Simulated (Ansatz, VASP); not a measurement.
Two plane-wave programs on MgI2

The input INCAR:

```
SYSTEM = MgI2
  PREC = Accurate
  ENCUT = 520
  EDIFF = 1E-6
  ISMEAR = 0
  SIGMA = 0.05
  LREAL = .FALSE.
  LASPH = .TRUE.
  NELM = 60
  ALGO = Normal
  ISIF = 2
  LWAVE = .FALSE.
  LCHARG = .FALSE.
  GGA = CA
  NBANDS = 15
```

The input KPOINTS:

```
regular mesh
0
G
  6 6 4
  0 0 0
```

Contents of POSCAR:

```
MgI2
1.0
    4.1537001214      0.0000000000      0.0000000000
   -2.0768500607      3.5972098248      0.0000000000
    0.0000000000      0.0000000000      6.8620000000
Mg I
1 2
Direct
    0.0000000000      0.0000000000      0.0000000000
    0.4146214472      0.7073107236      0.6985245995
    0.7479547805      0.3739773903      0.1832645995
```

Input for Ansatz:

```yaml
crystal:
  lattice:
    - [4.1537001214, 0.0, 0.0]
    - [-2.0768500607, 3.5972098248, 0.0]
    - [0.0, 0.0, 6.862]
  atoms:
    - { symbol: Mg, position: [0.0, 0.0, 0.0] }
    - { symbol: I, position: [0.4146214472, 0.7073107236, 0.6985245995] }
    - { symbol: I, position: [0.7479547805, 0.3739773903, 0.1832645995] }
basis:
  ecutwfc: 420
kpoints:
  mp_grid: { grid: [6, 6, 4] }
hamiltonian:
  xc: lda
scf:
  occupations: { method: gaussian, width: 0.05 }
output:
  forces: true
  stress: true
  eigenvalues: true
```

Change from the starting cell: all I atoms moved -0.500 Å, as atom 2 towards its neighbour atom 3 (I) at 4.101 Å.

Alike in both runs: task single point; functional LDA; k mesh 6 × 6 × 4; occupations gaussian, width 0.05 eV; no spin polarisation.

|  | VASP | Ansatz |
| --- | --- | --- |
| version | VASP 6.6.1 | Ansatz 0.2.0 |
| potentials or method | VASP PAW LDA potentials, release 64 (Mg, I) | scalar-relativistic, plane waves, PAW |
| plane-wave cutoff (eV) | 520 | 420 |
| valence electrons in the cell | 16 | 44 |

VASP gave:

| Item | Value |
| --- | --- |
| gap on the k mesh at the Fermi level (eV) | 2.26 |
| least direct gap on the mesh (eV) | 2.26 |
| pressure (GPa) | 0.5 |
| largest component of the traceless stress (GPa) | 1.82 |
| rms of the force components (eV/Å) | 1.003 |

Task: What did Ansatz give for the same quantities?

Result: gap on the k mesh at the Fermi level (eV): 2.25; least direct gap on the mesh (eV): 2.25; pressure (GPa): 0.6; largest component of the traceless stress (GPa): 1.81; rms of the force components (eV/Å): 0.998.

Atom by atom the forces differ by 0.006 eV/Å (rms over components). The two sets of potentials don't hold the same shells in valence.

Caveats: spin-orbit coupling is left out, which moves the levels of the heavy elements; forces of over 1 eV/Å show positions far from the minimum, so gaps and moduli don't describe the material at rest. A k mesh can miss the band edges.
